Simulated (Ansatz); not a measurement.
AlRu:

```
Ru Al
1.0
     2.99160    0.00000    0.00000
     0.00000    2.99160    0.00000
     0.00000    0.00000    2.99160
Ru Al
1 1
Direct
  0.50000 0.50000 0.50000
  0.00000 0.00000 0.00000
```

Base run:

```yaml
Program: Ansatz 0.2.0
Functional: PBEsol
Potentials_or_basis: all-electron LAPW, scalar-relativistic
Cutoff: 241 eV
Density_cutoff: 963 eV
Basis_error_allowed: 0.001 eV/atom
k_mesh: 9 × 9 × 9
Occupations: fermi-dirac, width 0.05 eV
Spin: no spin polarisation
```

Its results: pressure -3.4 GPa.

Question: The run is repeated on the same cell with these changes: functional from PBEsol to LDA. What comes out?

Answer: Pressure -8.2 GPa.

LDA binds more tightly than PBEsol, so the same cell stands under less pressure.

Not every run made on this cell is shown here.
